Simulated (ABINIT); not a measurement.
Runs of ABINIT 10.8.3 (patched build) on WS2 (Tungstenite). It takes space group P6_3/mmc (No. 194, hexagonal). Conventional cell: a = 3.180 Å, b = 3.180 Å, c = 12.500 Å, α = 90.00°, β = 90.00°, γ = 120.00°. W (site symmetry -6m2) is surrounded by 6 S at 2.41 Å. Around S (site symmetry 3m) lie 3 W at 2.41 Å. 

| task | level | potentials or basis | cell | k mesh | cutoff (eV) | fine-grid cutoff | cell freedom (optcell) | cutoff smearing ecutsm (Ha) | optimiser (ionmov) | force stop (Ha/bohr) | mesh quality | gap on the mesh (eV) | pressure (GPa) | V0 of scaled cells (Å³/atom) | relaxed volume (Å³/atom) | B0 (GPa) | largest force (eV/Å) |
| --- | --- | --- | --- | --- | --- | --- | --- | --- | --- | --- | --- | --- | --- | --- | --- | --- | --- |
| band structure | r2SCAN | JTH PAW PBE v2.0 | as given | 7 × 7 × 2 | 653 | 1251.72 eV | - | - | - | - | not flagged | 1.24 | - | - | - | - | 0.08 |
| single point | PBEsol | JTH PAW PBE v2.0 | as given | 8 × 8 × 2 | 544 | 1088.46 eV | - | - | - | - | not flagged | 1.15 | -2.5 | - | - | - | 0.12 |
| single point | PBEsol | JTH PAW PBE v2.0 | as given | 6 × 6 × 2 | 544 | 1088.46 eV | - | - | - | - | not flagged | 1.01 | -2.5 | - | - | - | 0.11 |
| relaxation of cell and atoms | PBEsol | JTH PAW PBE v2.0 | relaxed | 5 × 5 × 2 | 544 | 1088.46 eV | 2 | 0.5 | 22 | 5e-05 | coarse | 1.18 | 0.0 | - | 18.19 | - | - |
| equation of state | PBEsol | PseudoDojo NC SR PBEsol v0.4.1 standard | as given | 10 × 10 × 3 | 1007 | - | - | - | - | - | not flagged | - | - | 17.94 | - | 166 | - |
| single point | LDA | JTH PAW LDA v2.0 | as given | 6 × 6 × 2 | 544 | 1088.46 eV | - | - | - | - | not flagged | 0.97 | -5.7 | - | - | - | 0.35 |
| single point | PBE | JTH PAW PBE v2.0 | as given | 6 × 6 × 2 | 544 | 1088.46 eV | - | - | - | - | not flagged | (b) | 2.3 | - | - | - | 0.15 |
| relaxation of cell and atoms | LDA | JTH PAW LDA v2.0 | relaxed | 8 × 8 × 3 | 544 | 1088.46 eV | 2 | 0.5 | 22 | 0.0001 | not flagged | 1.00 | 0.0 | - | 17.19 | - | - |
| equation of state | PBE | JTH PAW PBE v2.0 | as given | 10 × 10 × 3 | 544 | 1088.46 eV | - | - | - | - | not flagged | - | - | (a) | - | 154 | - |
| band structure | TB-mBJ | JTH PAW LDA v2.0 | as given | 8 × 8 × 3 | 653 | 1251.72 eV | - | - | - | - | not flagged | 1.45 | - | - | - | - | - |
| relaxation of cell and atoms | PBEsol | JTH PAW PBE v2.0 | relaxed | 5 × 5 × 2 | 544 | 1088.46 eV | 2 | 0.5 | 2 | 0.0005 | coarse | 1.11 | 0.0 | - | 17.95 | - | 0.02 |
| single point | PBE | JTH PAW PBE v2.0 | as given | 10 × 10 × 3 | 544 | 1088.46 eV | - | - | - | - | not flagged | 1.12 | 2.3 | - | - | - | 0.15 |

Alike in all rows: no spin polarisation; smearing fermi-dirac 0.05 eV.

Fill in the values left out.

(a) 18.54; (b) 1.05.

Caveats: some runs use coarse meshes; spin-orbit coupling is left out, which moves the levels of the heavy elements (some runs); this functional lacks dispersion, which binds the layers, so the pressure and a relaxed spacing across them are unreliable (some runs); the PAW data sets were made with another functional, which shifts forces and pressure a little (some runs); an odd mesh through Γ misses points on the zone boundary, where band edges often lie (some runs); the mesh misses the band edges, which the band path finds closer together (some runs); pressures at fixed basis lie under the slope of the energies (some runs); the cell was scaled at fixed shape and fractional positions, which overstates the stiffness of a crystal with free parameters, most of all of layers and chains (some runs).

A k mesh can miss the band edges, and the runs leave out spin-orbit coupling on W.

Not every run made on this cell is shown here.
